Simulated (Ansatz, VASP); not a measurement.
# One calculation of NaH, two programs

```xyz
2
Lattice="0.0000 2.2410 2.2410 2.2410 0.0000 2.2410 2.2410 2.2410 0.0000" Properties=species:S:1:pos:R:3 pbc="T T T"
Na    0.0000    0.0000    0.0000
H     2.2410    2.2410    2.2410
```

Alike in both runs: functional PBEsol; k mesh 8 × 8 × 8; no spin polarisation.

Ansatz relaxed the structure, and its values are those at the end. VASP's run is a single point on that final structure, the one shown.

|  | VASP | Ansatz |
| --- | --- | --- |
| version | VASP 6.6.1 | Ansatz 0.2.0 |
| potentials or method | VASP PAW PBE potentials, release 64 (Na_pv, H) | PAW with Ansatz's default frozen-core files, scalar-relativistic |
| plane-wave cutoff (eV) | 520 | 420 |
| occupations | gaussian, width 0.01 eV | fixed |
| valence electrons in the cell | 8 | 10 |

|  | VASP | Ansatz | Ansatz less VASP |
| --- | --- | --- | --- |
| pressure (GPa) | 7.0 | 7.0 | -0.05 |

The two sets of potentials don't hold the same shells in valence.

Caveats: the PAW data sets were made with another functional, which shifts forces and pressure a little (VASP). A k mesh can miss the band edges.
